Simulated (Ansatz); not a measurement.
Input and command of a plane-wave DFT calculation in Ansatz:

```yaml
crystal:
  lattice:
    - [2.9766556588, 0.0, 0.0]
    - [-1.4883278294, 2.5778594189, 0.0]
    - [0.0, 0.0, 4.8054352321]
  atoms:
    - { symbol: Ti, position: [0.6666666667, 0.3333333333, 0.27874] }
    - { symbol: Ti, position: [0.3333333333, 0.6666666667, 0.72126] }
    - { symbol: O, position: [0.0, 0.0, 0.0] }
basis:
  ecutwfc: 420
kpoints:
  mp_grid: { grid: [18, 18, 10] }
hamiltonian:
  xc: pbesol
scf:
  occupations: { method: gaussian, width: 0.1 }
  lower_state_search: "off"
output:
  forces: true
  stress: true
  eigenvalues: true
  write_density: true
  write_potential: true
  elf: true
  volumetric_format: npy
```

```bash
ansatz run input.yaml --threads 1 --pin off --max-ram 2560MiB --backend cpu --events-out ev --progress --plain --runs-dir out
```

Processor: Arm Neoverse V1, 1 thread, on a host shared with other jobs.

**Question.** How long does it run, and how much memory does it take?

**Answer.** About 16 s on 1 thread of Arm Neoverse V1, with other jobs on the host, peak memory 0.45 GiB. It solves 19 bands at 330 k points (the mesh reduced by symmetry) with about 701 plane waves, in 7 SCF iterations.
